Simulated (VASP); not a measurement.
Input of a VASP 6.6.1 run:

File INCAR:

```
  PREC = Accurate
  ENCUT = 520
  EDIFF = 1E-7
  ISMEAR = 0
  SIGMA = 0.1
  LREAL = F
  LASPH = T
  NELM = 100
  ALGO = Normal
  ISIF = 2
  LWAVE = F
  LCHARG = T
  GGA = PE
  LELF = T
  LVHAR = T
  NBANDS = 38
```

Contents of KPOINTS:

```
regular mesh
0
Gamma
  6 6 2
```

POSCAR

```
Rh
1.0
    3.7972933730      0.0000000000      0.0000000000
   -1.8986466866      3.2885525267      0.0000000000
    0.0000000000      0.0000000000      5.2973590534
Rh
4
Direct
    0.0000000000      0.0000000000      0.1401554998
    0.0000000000      0.0000000000      0.6401554998
    0.3333333333      0.6666666667     -0.1351554998
    0.6666666667      0.3333333333      0.3648445002
```

Potentials or basis: VASP PAW PBE potentials, release 64 (Rh_pv).

Launch:

```sh
$ cat potpaw_PBE.64/Rh_pv/POTCAR > POTCAR
$ mpirun -np 1 vasp_std > vasp.out
```

Q: Estimate the largest force.

A: 0.008 eV/Å.

Q: What does it give for the band gap on the k mesh?

A: None (metal or under the smearing width).

Forces on the atoms (eV/Å):
```
Rh   0.000  0.000 -0.008
Rh   0.000  0.000 -0.008
Rh   0.000  0.000  0.008
Rh   0.000  0.000  0.008
```

Caveat: the k mesh is coarse (spacing up to 0.59 Å⁻¹), so the values aren't converged.
